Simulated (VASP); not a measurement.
# KI in VASP: the effect of functional

KI:

```
I K
1.0
     0.00000    3.53277    3.53277
     3.53277    0.00000    3.53277
     3.53277    3.53277    0.00000
I K
1 1
Direct
  0.50000 0.50000 0.50000
  0.00000 0.00000 0.00000
```

Alike in all runs:

```yaml
Program: VASP 6.6.1
Task: relaxation of cell and atoms
Cutoff: 600 eV
k_mesh: 7 × 7 × 7
Occupations: fermi-dirac, width 0.05 eV
Spin: no spin polarisation
```

Each run relaxes the cell or the atoms first.

Q: One run gave: relaxed volume 44.05 Å³/atom; gap on the mesh 4.55 eV. Which functional did it use?
A. RPBE
B. SCAN
C. revPBE
D. r2SCAN
E. rev-vdW-DF2

A: B.

| functional | potentials or basis | relaxed volume (Å³/atom) | gap on the mesh (eV) |
| --- | --- | --- | --- |
| LDA | VASP PAW LDA potentials, release 64 (I, K_sv) | 39.78 | 3.87 |
| PBEsol | VASP PAW PBE potentials, release 64 (I, K_sv) | 43.16 | 3.86 |
| RPBE | VASP PAW PBE potentials, release 64 (I, K_sv) | 51.19 | 3.94 |
| revPBE | VASP PAW PBE potentials, release 64 (I, K_sv) | 50.50 | 3.94 |
| BLYP | VASP PAW PBE potentials, release 64 (I, K_sv) | 49.45 | 3.73 |
| AM05 | VASP PAW PBE potentials, release 64 (I, K_sv) | 45.82 | 3.94 |
| PW91 | VASP PAW PBE potentials, release 64 (I, K_sv) | 46.37 | 3.87 |
| r2SCAN | VASP PAW PBE potentials, release 64 (I, K_sv) | 44.65 | 4.58 |
| SCAN | VASP PAW PBE potentials, release 64 (I, K_sv) | 44.05 | 4.55 |
| optB88-vdW | VASP PAW PBE potentials, release 64 (I, K_sv) | 43.33 | 3.91 |
| vdW-DF-cx | VASP PAW PBE potentials, release 64 (I, K_sv) | 44.09 | 4.02 |
| rev-vdW-DF2 | VASP PAW PBE potentials, release 64 (I, K_sv) | 43.49 | 3.83 |

Caveats: spin-orbit coupling is left out, which moves the levels of the heavy elements; the PAW data sets were made with another functional, which shifts forces and pressure a little (some runs); an odd mesh through Γ misses points on the zone boundary, where band edges often lie (some runs); the volume moved by over 15 % at a fixed basis, so the end points are rough (some runs); the relaxation stopped at its first step, so nothing moved (some runs).

Runs at the PBE level aren't shown here.
